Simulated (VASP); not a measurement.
# Rh (Fm-3m) in VASP: a series of runs

One crystal, Rh, is run at these levels: PBE; tasks: relaxation of cell and atoms.

Program: VASP 6.6.1. These are calculated values, not measurements. Logs are shortened: lines on timing, memory, paths and dates and some standing lists are left out, and cuts for length are marked.

## 1. The structure

It takes space group Fm-3m (No. 225, cubic). The conventional cell has a = 3.796 Å, b = 3.796 Å, c = 3.796 Å, α = 90.00°, β = 90.00°, γ = 90.00°. Rh (site symmetry m-3m) is surrounded by 12 Rh at 2.68 Å.

## 2. Relaxation of cell and atoms, PBE

INCAR reads:

```
PREC = Accurate
ENCUT = 520
EDIFF = 1E-7
ISMEAR = 0
SIGMA = 0.1
LREAL = F
LASPH = T
NELM = 60
ALGO = Normal
ISIF = 3
LWAVE = F
LCHARG = F
GGA = PE
IBRION = 2
NSW = 80
EDIFFG = -0.002
```

KPOINTS reads:

```
Automatic mesh
0
Gamma
  18 18 18
```

POSCAR reads:

```
Rh
1.0
    0.0000000000      1.8978500000      1.8978500000
    1.8978500000      0.0000000000      1.8978500000
    1.8978500000      1.8978500000      0.0000000000
Rh
1
Direct
    0.0000000000      0.0000000000      0.0000000000
```

Potentials or basis: VASP PAW PBE potentials, release 64 (Rh_pv).

Command:

```bash
> cat potpaw_PBE.64/Rh_pv/POTCAR > POTCAR
> mpirun -np 1 vasp_std > vasp.out
```

OUTCAR:

```text
PREC = Accurate
   ENCUT = 520
   EDIFF = 1E-7
   ISMEAR = 0
   LREAL = F
   LASPH = T
   NELM = 60
   ISIF = 3
   GGA = PE
   IBRION = 2
   NSW = 80
   EDIFFG = -0.002

 ion  position               nearest neighbor table
   1  0.000  0.000  0.000-

  LATTYP: Found a face centered cubic cell.
 ALAT       =     3.7957000000

  Lattice vectors:

 A1 = (   0.0000000000,   1.8978500000,   1.8978500000)
 A2 = (   1.8978500000,   0.0000000000,   1.8978500000)
 A3 = (   1.8978500000,   1.8978500000,   0.0000000000)

Analysis of symmetry for initial positions (statically):
=====================================================================
 Subroutine PRICEL returns:
 Original cell was already a primitive cell.

 Routine SETGRP: Setting up the symmetry group for a
 face centered cubic supercell.

 Subroutine GETGRP returns: Found 48 space group operations
 (whereof 48 operations were pure point group operations)
 out of a pool of 48 trial point group operations.

The static configuration has the point symmetry O_h .

Analysis of symmetry for dynamics (positions and initial velocities):
=====================================================================
 Subroutine PRICEL returns:
 Original cell was already a primitive cell.

 Routine SETGRP: Setting up the symmetry group for a
 face centered cubic supercell.

 Subroutine GETGRP returns: Found 48 space group operations
 (whereof 48 operations were pure point group operations)
 out of a pool of 48 trial point group operations.

The dynamic configuration has the point symmetry O_h .

 Subroutine INISYM returns: Found 48 space group operations
 (whereof 48 operations are pure point group operations),
 and found     1 'primitive' translations

----------------------------------------------------------------------------------------

                                     Primitive cell

  volume of cell :      13.6715

  direct lattice vectors                    reciprocal lattice vectors
     0.000000000  1.897850000  1.897850000    -0.263456016  0.263456016  0.263456016
     1.897850000  0.000000000  1.897850000     0.263456016 -0.263456016  0.263456016
     1.897850000  1.897850000  0.000000000     0.263456016  0.263456016 -0.263456016

  length of vectors
     2.683965209  2.683965209  2.683965209     0.456319205  0.456319205  0.456319205

  position of ions in fractional coordinates (direct lattice)
     0.000000000  0.000000000  0.000000000

  ion indices of the primitive-cell ions
   primitive index   ion index
                 1           1

----------------------------------------------------------------------------------------

 KPOINTS: Automatic mesh

Automatic generation of k-mesh.
 Grid dimensions read from file:
 generate k-points for:   18   18   18

 Generating k-lattice:

  Cartesian coordinates                     Fractional coordinates (reciprocal lattice)
    -0.014636445  0.014636445  0.014636445     0.055555556  0.000000000  0.000000000
     0.014636445 -0.014636445  0.014636445     0.000000000  0.055555556  0.000000000
     0.014636445  0.014636445 -0.014636445     0.000000000  0.000000000  0.055555556

  Length of vectors
     0.025351067  0.025351067  0.025351067

  Shift w.r.t. Gamma in fractional coordinates (k-lattice)
     0.000000000  0.000000000  0.000000000

 Subroutine IBZKPT returns following result:
 ===========================================

 Found    195 irreducible k-points:

 Following reciprocal coordinates:
            Coordinates               Weight
  0.000000  0.000000  0.000000      1.000000
  0.055556  0.000000  0.000000      8.000000
  0.111111  0.000000  0.000000      8.000000
  0.166667  0.000000  0.000000      8.000000
  0.222222  0.000000  0.000000      8.000000
  0.277778  0.000000  0.000000      8.000000
[... 16 lines left out ...]
 -0.277778  0.055556  0.000000     24.000000
 -0.222222  0.055556  0.000000     24.000000
 [... further k-points ...]
   k-points           NKPTS =    195   k-points in BZ     NKDIM =    195   number of bands    NBANDS=     11
   number of dos      NEDOS =    301   number of ions     NIONS =      1
   total plane-waves  NPLWV =   8000
   dimension x,y,z NGX =    20 NGY =   20 NGZ =   20
   dimension x,y,z NGXF=    40 NGYF=   40 NGZF=   40
   ions per type =               1
   NGX,Y,Z   is equivalent  to a cutoff of  12.39, 12.39, 12.39 a.u.
   NGXF,Y,Z  is equivalent  to a cutoff of  24.78, 24.78, 24.78 a.u.
 SYSTEM =  unknown system
   PREC   = accura    normal or accurate (medium, high low for compatibility)
   ISTART =      0    job   : 0-new  1-cont  2-samecut
   ICHARG =      2    charge: 1-file 2-atom 10-const
   ISPIN  =      1    spin polarized calculation?
   LNONCOLLINEAR =      F non collinear calculations
   LSORBIT =      F    spin-orbit coupling
   LASPH  =      T    aspherical Exc in radial PAW
   ENCUT  =  520.0 eV  38.22 Ry    6.18 a.u.   4.99  4.99  4.99*2*pi/ulx,y,z
   NELM   =     60;   NELMIN=  2; NELMDL= -5     # of ELM steps
   EDIFF  = 0.1E-06   stopping-criterion for ELM
   LREAL  =      F    real-space projection
   EDIFFG = -.2E-02   stopping-criterion for IOM
   NSW    =     80    number of steps for IOM
   IBRION =      2    ionic relax: 0-MD 1-quasi-New 2-CG
   NFREE  =      1    steps in history (QN), initial steepest desc. (CG)
   ISIF   =      3    stress and relaxation
   ISYM   =      2    0-nonsym 1-usesym 2-fastsym
   POTIM  = 0.5000    time-step for ionic-motion
   TEBEG  =    0.0;   TEEND  =   0.0 temperature during run
   PSTRESS=    0.0 pullay stress
   NELECT =      15.0000    total number of electrons
   NUPDOWN=      -1.0000    fix difference up-down
   EMIN   =  10.00;   EMAX   =-10.00  energy-range for DOS
   EFERMI =   0.00;   METHOD = LEGACY
   ISMEAR =     0;   SIGMA  =   0.10  broadening in eV -4-tet -1-fermi 0-gaus
   EFERMI_NEDOS =   21; number of points for ismear=-14 and -15
   IALGO  =     38    algorithm
   IMIX   =      4    mixing-type and parameters
     AMIX     =   0.40;   BMIX     =  1.00
     AMIX_MAG =   1.60;   BMIX_MAG =  1.00
  volume/ion in A,a.u.               =      13.67        92.26
  Fermi-wavevector in a.u.,A,eV,Ry     =   1.688496  3.190795 38.790465  2.851019
  Thomas-Fermi vector in A             =   2.770792
   LORBIT       =      0    0 simple, 1 ext, 2 COOP (PROOUT), +10 PAW based schemes
   GGA     = PE    functional components
   LHFCALC =     F    Hartree Fock is set to
   AEXX    =    0.0000 exact exchange contribution
   IVDW    =     0    specifies the selected vdW correction
   LEPSILON=     F    determine dielectric tensor
   LRPA    =     F    only Hartree local field effects (RPA)
 conjugate gradient relaxation of ions
 non-spin polarized calculation
 Gauss-broadening in eV      SIGMA  =   0.10
  energy-cutoff  :      520.00
  volume of cell :       13.67
 maximum number of plane-waves:       380
   NGX =  9   NGY =  9   NGZ =  9

--------------------------------------- Ionic step        1  -------------------------------------------

 number of electron      15.0000007 magnetization

 Free energy of the ion-electron system (eV)
  ---------------------------------------------------
  ext. energy  EPLUGINS =         0.00000000
  ---------------------------------------------------
  free energy    TOTEN  =        -7.25293389 eV

  energy without entropy =       -7.24610594  energy(sigma->0) =       -7.24951991

------------------------ aborting loop because EDIFF is reached ----------------------------------------

  FORCE on cell =-STRESS in cart. coord.  units (eV):
  Direction    XX          YY          ZZ          XY          YZ          ZX
  --------------------------------------------------------------------------------------
  -------------------------------------------------------------------------------------
  Total        0.6380442      0.6380442      0.6380442     -0.0000000      0.0000000      0.0000000
  in kB       74.7731564     74.7731564     74.7731564     -0.0000000      0.0000000      0.0000000
  external PRESSURE =      74.7731564 kB  Pullay stress =       0.0000000 kB
[... 90 lines left out ...]
  energy  without entropy=       -7.2542848784  energy(sigma->0) =       -7.25787225

--------------------------------------- Ionic step        4  -------------------------------------------

 number of electron      15.0000003 magnetization

 Free energy of the ion-electron system (eV)
  ---------------------------------------------------
  ext. energy  EPLUGINS =         0.00000000
  ---------------------------------------------------
  free energy    TOTEN  =        -7.26146416 eV

  energy without entropy =       -7.25429675  energy(sigma->0) =       -7.25788045

 E-fermi :  11.5136     XC(G=0): -13.8936

 val. band max:       11.5134241354   @ k =   0.5000   0.3889   0.0556
 cond. band min:      11.5215384708   @ k =  -0.4444   0.3333   0.1667
 fundamental gap:      0.0081143354
 Fermi energy:        11.5136041400

 k-point     1 :       0.0000    0.0000    0.0000
  band No.  band energies     occupation
      1     -34.8368      2.00000
      2     -34.8368      2.00000
      3     -34.8368      2.00000
      4       3.7114      2.00000
      5       8.5322      2.00000
      6       8.5322      2.00000
      7       8.5322      2.00000
      8      10.5467      2.00000
      9      10.5467      2.00000
     10      27.5212      0.00000
     11      32.0948      0.00000
[... 309 lines left out ...]
 k-point    24 :      -0.2222    0.0556    0.0000
  band No.  band energies     occupation
      1     -35.1643      2.00000
      2     -34.9038      2.00000
      3     -34.8744      2.00000
      4       5.5203      2.00000
      5       8.1990      2.00000
      6       8.9116      2.00000
      7       8.9626      2.00000
      8      10.3650      2.00000
      9      11.0218      2.00000
     10      26.8180      0.00000
     11      29.1302      0.00000

 [... further k-points ...]

------------------------ aborting loop because EDIFF is reached ----------------------------------------

  FORCE on cell =-STRESS in cart. coord.  units (eV):
  Direction    XX          YY          ZZ          XY          YZ          ZX
  --------------------------------------------------------------------------------------
  -------------------------------------------------------------------------------------
  Total       -0.0007238     -0.0007238     -0.0007238      0.0000000      0.0000000     -0.0000000
  in kB       -0.0825398     -0.0825398     -0.0825398      0.0000000      0.0000000     -0.0000000
  external PRESSURE =      -0.0825398 kB  Pullay stress =       0.0000000 kB
[... 16 lines left out ...]
  FREE ENERGIE OF THE ION-ELECTRON SYSTEM (eV)
  ---------------------------------------------------
  free  energy   TOTEN  =        -7.2614641600 eV

  energy  without entropy=       -7.2542967498  energy(sigma->0) =       -7.25788045

 reached required accuracy - stopping structural energy minimisation
```

Run time: 52 s. Hardware: 1 thread of Intel Xeon Platinum 8488C (Sapphire Rapids), shared host; peak memory 0.15 GiB.

Results:

```yaml
Free_energy: -7.2615 eV
Relaxed_volume: 14.05 Å³/atom
Relaxed_cell: a = 2.708 Å, b = 2.708 Å, c = 2.708 Å, α = 60.00°, β = 60.00°, γ = 60.00°
Space_group_after_relaxing_to_0.05_Å: Fm-3m (No. 225)
Energy_gained_by_relaxing: 8.5 meV/atom
Ionic_steps: 4
Pressure_after_relaxing: 0.0 GPa
Band_gap_on_the_k_mesh: none (metal or under the smearing width)
```

The path:
| step | energy change (eV) | largest force (eV/Å) | pressure (GPa) | volume (Å³) |
| --- | --- | --- | --- | --- |
| 1 | 0.0000 | 0.0000 | 7.48 | 13.67 |
| 2 | 0.0342 | 0.0000 | -13.83 | 14.97 |
| 3 | -0.0085 | 0.0000 | -0.15 | 14.06 |
| 4 | -0.0085 | 0.0000 | -0.01 | 14.05 |

Final structure:
```
Rh
1.0
     0.00000    1.91515    1.91515
     1.91515    0.00000    1.91515
     1.91515    1.91515    0.00000
Rh
1
Direct
  0.00000 0.00000 0.00000
```

## 3. Relaxation of cell and atoms, PBE

This run uses another cell than the first one, of 14.05 Å³/atom, 1.028 times its volume.

INCAR is that of step 2.

KPOINTS is that of step 2.

POSCAR reads:

```
Rh                                      
1.0
   -0.0000000000      1.9151512721      1.9151512721
    1.9151512721     -0.0000000000      1.9151512721
    1.9151512721      1.9151512721      0.0000000000
  Rh            
     1
Direct
     0.0000000000000000    0.0000000000000000    0.0000000000000000
```

Potentials or basis: VASP PAW PBE potentials, release 64 (Rh_pv).

Command:

```bash
> cat potpaw_PBE.64/Rh_pv/POTCAR > POTCAR
> mpirun -np 1 vasp_std > vasp.out
```

Wall time 36 s (1 thread of Intel Xeon Platinum 8488C (Sapphire Rapids), shared host); peak memory 0.15 GiB.

The run converged. Its results:

```yaml
Free_energy: -7.2617 eV
Relaxed_volume: 14.05 Å³/atom
Relaxed_cell: a = 2.708 Å, b = 2.708 Å, c = 2.708 Å, α = 60.00°, β = 60.00°, γ = 60.00°
Space_group_after_relaxing_to_0.05_Å: Fm-3m (No. 225)
Energy_gained_by_relaxing: 0.0 meV/atom
Ionic_steps: 3
Pressure_after_relaxing: 0.0 GPa
Band_gap_on_the_k_mesh: none (metal or under the smearing width)
```

Final structure:
```cif
data_structure
_symmetry_space_group_name_H-M 'P 1'
_symmetry_Int_Tables_number 1
_cell_length_a 2.7082
_cell_length_b 2.7082
_cell_length_c 2.7082
_cell_angle_alpha 60.000
_cell_angle_beta 60.000
_cell_angle_gamma 60.000
_cell_volume 14.05
loop_
_atom_site_label
_atom_site_type_symbol
_atom_site_fract_x
_atom_site_fract_y
_atom_site_fract_z
_atom_site_occupancy
Rh1 Rh 0.00000 0.00000 0.00000 1
```

Levels at points of the mesh, in eV from the Fermi level:
```tsv
k point	band 3	band 4	band 5	band 6	band 7	band 8	band 9	band 10	band 11
(0.00, 0.00, 0.00)	-46.35	-7.80	-2.98	-2.98	-2.98	-0.97	-0.97	16.01	20.58
(0.50, 0.00, 0.00)	-46.45	-5.94	-3.06	-3.06	0.54	0.54	0.76	8.42	15.50
(0.50, 0.50, 0.00)	-46.60	-6.12	-5.76	0.51	0.94	0.94	3.24	12.00	13.20
```
